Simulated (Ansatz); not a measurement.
## Comparing deformations in Ti

Computed with DFT PBEsol, scalar-relativistic, plane waves, PAW (Ansatz). Settings: plane waves to 420 eV, k-mesh 12×12×18 (Γ-centred), Gaussian smearing 0.15 eV. No spin polarisation. Energies are free energies at this smearing, counted from the undisturbed cell; pressure is positive in compression.

The undisturbed cell (relaxed at this level; this form isn't the usual structure):

```yaml
crystal:
  lattice:
    - [4.51529, 0.00000, 0.00000]
    - [-2.25765, 3.91036, 0.00000]
    - [0.00000, 0.00000, 2.79879]
  atoms:
    - { symbol: Ti, position: [0.00000, 0.00000, 0.00000] }
    - { symbol: Ti, position: [0.33333, 0.66667, 0.50000] }
    - { symbol: Ti, position: [0.66667, 0.33333, 0.50000] }
```

The cell is strained by ε times a Voigt pattern (xx, yy, zz, yz, xz, xy; engineering shear) with fractional coordinates fixed. τ = (1/V0) dE/dε comes from the stress tensor. Of each scan, only the three points used here are listed.

| pattern | ε | τ (GPa) |
| --- | --- | --- |
| (0, 0, 0, 0, 0, 1) | -0.0125 | -0.74 |
| (0, 0, 0, 0, 0, 1) | 0.0000 | 0.00 |
| (0, 0, 0, 0, 0, 1) | 0.0125 | 0.74 |
| (1, -1, 0, 0, 0, 0) | -0.0050 | -1.19 |
| (1, -1, 0, 0, 0, 0) | 0.0000 | 0.00 |
| (1, -1, 0, 0, 0, 0) | 0.0050 | 1.19 |

**Question.** Which constants do the scans give, and which deformation costs least for the same size of strain tensor?

**Answer.** The slope dτ/dε at zero (parabola through three points) is pᵀCp: (0, 0, 0, 0, 0, 1) gives C66 = 59 GPa; (1, -1, 0, 0, 0, 0) gives C11 + C22 − 2 C12 = 238 GPa. The size of the strain tensor, ε:ε, is ε² times 0.5, 2.0. Per unit of it the stiffnesses are 119, 119 GPa, so (0, 0, 0, 0, 0, 1) is the softest of these, level with (1, -1, 0, 0, 0, 0): at ε:ε = (1 %)² the quadratic term costs 0.61 meV/atom against 0.61 for the stiffest. These are clamped-ion values.

Forces appear on the atoms along this scan, and letting them relax would lower the energy and soften the response. In a metal these slopes depend on the k mesh and the smearing.